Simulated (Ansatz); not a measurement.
**NiO in Ansatz: the effect of functional**

Crystal: NiO.

```
Ni O
1.0
     0.00000    2.09972    2.09972
     2.09972    0.00000    2.09972
     2.09972    2.09972    0.00000
Ni O
1 1
Direct
  0.00000 0.00000 0.00000
  0.50000 0.50000 0.50000
```

The cell isn't the ideal one: volume scaled by 1.02.

Alike in all runs:

```yaml
Program: Ansatz 0.2.0
Task: single point
Potentials_or_basis: Ansatz PAW
k_mesh: 11 × 11 × 11
Occupations: fermi-dirac, width 0.05 eV
Spin: collinear spin, ferromagnetic start
Starting_moments: "[1.0, 0.0] μB"
```

| functional | cutoff | gap on the mesh (eV) | pressure (GPa) | moment (μB) |
| --- | --- | --- | --- | --- |
| LDA | 420 eV (not typed: the program's choice for these potentials) | none | -22.9 | 0.29 |
| r2SCAN | 500 eV (not typed: the program's choice for these potentials) | 0.89 | -1.6 | 2.00 |
| PBE | 420 eV (not typed: the program's choice for these potentials) | ? | ? | ? |

Task: What does the run with functional PBE give?

Result: gap on the mesh none; pressure 2.2 GPa; moment 1.78 μB.

Caveats: semilocal functionals often make such compounds metallic where correlation or magnetic order opens a gap, which also shifts bond lengths (some runs); the PAW data sets come from PBE, with cores solved anew for the run's functional, which leaves a small shift of forces and pressure (some runs); a cell with one magnetic atom can't hold antiferromagnetic order, which such compounds often take (some runs); the magnetic or orbital state may not be the lowest (some runs); odd divisions of the mesh miss points on the zone boundary, where band edges often lie, so the gap on the mesh can be too wide (some runs).

A k mesh can miss the band edges.

A gap of «none» marks a metal or a gap under the smearing width.
